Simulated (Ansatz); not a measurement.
Crystal: Pt.

```xyz
1
Lattice="-1.5842 1.5842 1.5842 1.5842 -1.5842 1.5842 1.5842 1.5842 -1.5842" Properties=species:S:1:pos:R:3 pbc="T T T"
Pt    0.0000    0.0000    0.0000
```

This isn't the form of Pt at room conditions, which is fcc.

Base run:

* Program: Ansatz 0.2.0
* Functional: PBEsol
* Potentials or basis: all-electron LAPW, non-relativistic
* Cutoff: 277 eV
* Density cutoff: 1106 eV
* Basis error allowed: 0.001 eV/atom
* k mesh: 12 × 12 × 12
* Occupations: fermi-dirac, width 0.05 eV
* Spin: no spin polarisation

Its results: pressure 19.0 GPa.

The run is repeated on the same cell with these changes: potentials or basis from all-electron LAPW, non-relativistic to all-electron PAW datasets made for the crystal. What comes out?

Pressure -11.2 GPa.

Caveats: relativity is left out, which matters for the heavier elements (some runs).

Not every run made on this cell is shown here.
